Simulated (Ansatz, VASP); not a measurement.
## ZrO2 in VASP and in Ansatz

INCAR

```
PREC = Accurate
ENCUT = 520
EDIFF = 1E-7
ISMEAR = -1
SIGMA = 0.05
LREAL = False
LASPH = True
NELM = 100
ALGO = Normal
ISIF = 2
LWAVE = False
LCHARG = False
GGA = PE
NBANDS = 19
```

The input KPOINTS:

```
Automatic mesh
0
Gamma
  9 9 9
```

File POSCAR:

```
ZrO2
1.0
    0.0000000000      2.5619279831      2.5619279831
    2.5619279831      0.0000000000      2.5619279831
    2.5619279831      2.5619279831      0.0000000000
Zr O
1 2
Direct
    0.0000000000      0.0000000000      0.0000000000
    0.7500000000      0.7500000000      0.7500000000
    0.2500000000      0.2500000000      0.2500000000
```

Contents of input.yaml:

```yaml
crystal:
  lattice:
    - [0.0, 2.5619279831, 2.5619279831]
    - [2.5619279831, 0.0, 2.5619279831]
    - [2.5619279831, 2.5619279831, 0.0]
  atoms:
    - { symbol: Zr, position: [0.0, 0.0, 0.0] }
    - { symbol: O, position: [0.75, 0.75, 0.75] }
    - { symbol: O, position: [0.25, 0.25, 0.25] }
hamiltonian:
  xc: pbe
  pseudopotentials: { kind: paw }
kpoints:
  mp_grid: { grid: [9, 9, 9] }
scf:
  occupations: { method: fermi_dirac, width: 0.05 }
output:
  forces: true
  stress: true
  eigenvalues: true
```

Change from the starting cell: volume scaled by 1.02.

Alike in both runs: task single point; functional PBE; k mesh 9 × 9 × 9; occupations fermi-dirac, width 0.05 eV; no spin polarisation.

|  | VASP | Ansatz |
| --- | --- | --- |
| version | VASP 6.6.1 | Ansatz 0.2.0 |
| potentials or method | VASP PAW PBE potentials, release 64 (Zr_sv, O) | Ansatz PAW |
| plane-wave cutoff (eV) | 520 | 420 |
| valence electrons in the cell | 24 | 24 |

VASP gave:

* gap on the k mesh at the Fermi level (eV): 3.35
* least direct gap on the mesh (eV): 3.82
* pressure (GPa): -0.8

Q: Which values does Ansatz return?

A: gap on the k mesh at the Fermi level (eV): 3.35; least direct gap on the mesh (eV): 3.83; pressure (GPa): -1.1.

The functional is the same, so the differences come from potentials, cutoffs and numerics.

Caveats: an odd mesh through Γ misses points on the zone boundary, where band edges often lie (VASP); odd divisions of the mesh miss points on the zone boundary, where band edges often lie, so the gap on the mesh can be too wide (Ansatz); the pressure holds a Pulay correction of +0.7 GPa for the finite cutoff (Ansatz).
